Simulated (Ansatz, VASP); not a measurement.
**Two plane-wave programs on Au**

```
Au
1.0
     0.00000    2.03500    2.03500
     2.03500    0.00000    2.03500
     2.03500    2.03500    0.00000
Au
1
Direct
  0.00000 0.00000 0.00000
```

Alike in both runs: task band structure; functional LDA; k mesh 11 × 11 × 11; occupations fermi-dirac, width 0.05 eV; no spin polarisation.

|  | VASP | Ansatz |
| --- | --- | --- |
| version | VASP 6.6.1 | Ansatz 0.2.0 |
| potentials or method | VASP PAW LDA potentials, release 64 (Au) | Ansatz PAW |
| plane-wave cutoff (eV) | 520 | 420 |
| valence electrons in the cell | 11 | 19 |

|  | VASP | Ansatz | Ansatz less VASP |
| --- | --- | --- | --- |
| gap on the k mesh at the Fermi level (eV) | none | none | - |
| pressure (GPa) | -2.6 | -3.1 | -0.47 |

A gap of «none» marks a metal or a gap that the smearing closes. The two sets of potentials don't hold the same shells in valence.

Caveats: spin-orbit coupling is left out, which moves the levels of the heavy elements; the PAW data sets come from PBE, with cores solved anew for the run's functional, which leaves a small shift of forces and pressure (Ansatz).
